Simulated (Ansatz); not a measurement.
## Al: two-dimensional strain map

Theory: DFT PBE+D3(BJ), scalar-relativistic, plane waves, PAW (Ansatz). Cutoff 420 eV, Γ-centred 20×20×20 k-points, Gaussian smearing of 0.15 eV. No spin polarisation. Energies are free energies at this smearing, counted from the undisturbed cell; pressure is positive in compression.

Reference structure (as given, not relaxed at this level; it stands at -3.8 GPa):

```yaml
crystal:
  lattice:
    - [0.00000, 2.02398, 2.02398]
    - [2.02398, 0.00000, 2.02398]
    - [2.02398, 2.02398, 0.00000]
  atoms:
    - { symbol: Al, position: [0.00000, 0.00000, 0.00000] }
```

The cell is strained by p along both x and y and by q along z, fractional coordinates fixed. Points are written (p, q).

Energy above the undisturbed cell in meV/atom (a dash: not computed):

```
 p \ q  -0.030  -0.015  0.000  0.015  0.030
-0.030    -2.1    -6.5   -7.8   -6.0   -1.7
-0.015    -9.1    -9.8   -8.2   -3.9    2.9
 0.000    -7.6    -5.0    0.0    6.8   15.9
 0.015     1.8     6.9   14.8   24.5   35.7
 0.030    18.4    25.6   35.5   47.8   61.3
```

Pressure in GPa:

```csv
p \ q,-0.030,-0.015,0.000,0.015,0.030
-0.030,4.0,2.5,1.1,-0.1,-1.2
-0.015,1.0,-0.3,-1.6,-2.7,-3.7
0.000,-1.5,-2.7,-3.8,-4.7,-5.6
0.015,-3.6,-4.7,-5.6,-6.5,-7.2
0.030,-5.4,-6.4,-7.2,-7.9,-8.6
```